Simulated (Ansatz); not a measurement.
Ge under changes of volume

One of the cells (22.639 Å³/atom); the others are scaled copies at fixed shape and fractional positions:

```
Ge
1.0
     0.00000    2.82891    2.82891
     2.82891    0.00000    2.82891
     2.82891    2.82891    0.00000
Ge
2
Direct
  0.75000 0.75000 0.75000
  0.50000 0.50000 0.50000
```

```yaml
Program: Ansatz 0.2.0
Functional: exchange-only PBE
Potentials_or_basis: Ansatz PAW
Cutoff: "420 eV (not typed: the program's choice for these potentials)"
k_mesh: 8 × 8 × 8
Occupations: fermi-dirac, width 0.05 eV
Spin: no spin polarisation
```

| volume (Å³/atom) | energy over the lowest point (meV/atom) | pressure (GPa) |
| --- | --- | --- |
| 21.281 | 232.65 | 19.8 |
| 21.733 | ? | ? |
| 22.186 | 134.06 | 15.3 |
| 22.639 | 93.36 | 13.5 |
| 23.092 | 57.74 | 11.8 |
| 23.545 | 26.78 | 10.2 |
| 23.997 | 0.00 | 8.8 |

Q: What does the run at 21.733 Å³/atom give?

A: Energy over the lowest point 180.22 meV/atom; pressure 17.4 GPa.

Worked out: A Birch-Murnaghan fit of order 3 (a polynomial in V^(-2/3)) to the other rows has no minimum within the range. It gives 180.33 meV/atom at 21.733 Å³/atom, against the run's 180.22, and -dE/dV = 17.4 GPa, against 17.4.

Energies are extrapolated to zero smearing.

Caveats: the PAW data sets come from PBE, with cores solved anew for the run's functional, which leaves a small shift of forces and pressure.
